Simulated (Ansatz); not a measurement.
**What a trial cell of Br relaxes into**

Theory: DFT PBE, scalar-relativistic, plane waves, PAW in Ansatz. Cutoff 420 eV, Γ-centred k mesh, Gaussian smearing, no spin polarisation in the final step.

A relaxed cell is given with its space group left out.

```yaml
crystal:
  lattice:
    - [4.24224, 0.00000, 0.00000]
    - [1.72684, 4.93270, 0.00000]
    - [0.72490, 2.30015, 5.80035]
  atoms:
    - { symbol: Br, position: [0.70650, 0.18797, 0.81176] }
    - { symbol: Br, position: [0.29350, 0.81203, 0.18824] }
    - { symbol: Br, position: [0.00000, 0.50000, 0.50000] }
```

Energies count from the standard state of Br at the same level.

What space group does it have?

P-1 (No. 2). Conventional cell: a = 4.242 Å, b = 5.226 Å, c = 6.282 Å, α = 67.4°, β = 83.4°, γ = 70.7°. Br on Wyckoff site i (2 atoms of the primitive cell) has 1 Br at 2.52 Å; around Br on Wyckoff site g (1 atom of the primitive cell) lie 2 Br at 2.52 Å.

How far above the standard state of Br does it lie?

0.12 eV/atom.

Is it a metal?

Yes, bands cross the Fermi level on the 12×10×8 mesh.

The final run used a 12×10×8 mesh on its 3-atom cell and 0.10 eV smearing. For metals, differences of a few meV/atom aren't resolved. No dispersion correction is applied, so the spacing between layers, chains or molecules is poorly fixed, and with it the volume and density. The cell came from a trial start, so Br may not exist in this structure.